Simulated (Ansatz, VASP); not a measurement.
## KF: VASP beside Ansatz

INCAR

```
SYSTEM = KF
PREC = Accurate
ENCUT = 520
EDIFF = 1E-6
ISMEAR = 0
SIGMA = 0.05
LREAL = .False.
LASPH = .True.
NELM = 100
ALGO = Fast
ISIF = 2
LWAVE = .False.
LCHARG = .False.
GGA = PE
NBANDS = 15
```

File KPOINTS:

```
regular mesh
0
Gamma
  8 8 8
  0 0 0
```

The input POSCAR:

```
KF
1.0
    0.0000000000      2.7105354767      3.0154707178
    2.8528385892      0.0000000000      3.0154707178
    2.8528385892      2.7105354767      0.0000000000
K F
1 1
Direct
    0.0000000000      0.0000000000      0.0000000000
    0.5000000000      0.5000000000      0.5000000000
```

Input for Ansatz:

```yaml
crystal:
  lattice:
    - [0.0, 2.7105354767, 3.0154707178]
    - [2.8528385892, 0.0, 3.0154707178]
    - [2.8528385892, 2.7105354767, 0.0]
  atoms:
    - { symbol: K, position: [0.0, 0.0, 0.0] }
    - { symbol: F, position: [0.5, 0.5, 0.5] }
basis:
  ecutwfc: 520.0
kpoints:
  mp_grid: { grid: [8, 8, 8] }
hamiltonian:
  xc: pbe
scf:
  occupations: { method: gaussian, width: 0.05 }
output:
  forces: true
  stress: true
  eigenvalues: true
```

Change from the starting cell: normal strain along x +0.0525, normal strain along z +0.1125.

Alike in both runs: task single point; functional PBE; k mesh 8 × 8 × 8; occupations gaussian, width 0.05 eV; no spin polarisation.

```csv
,VASP,Ansatz
version,VASP 6.6.1,Ansatz 0.2.0
potentials or method,"VASP PAW PBE potentials, release 64 (K_sv, F)","scalar-relativistic, plane waves, PAW"
plane-wave cutoff (eV),520,520
valence electrons in the cell,16,16
```

```csv
,VASP,Ansatz,Ansatz less VASP
gap on the k mesh at the Fermi level (eV),5.18,5.19,+0.013
least direct gap on the mesh (eV),5.18,5.19,+0.013
pressure (GPa),-2.8,-2.8,+0.05
largest component of the traceless stress (GPa),0.94,0.88,-0.058
```

A k mesh can miss the band edges.
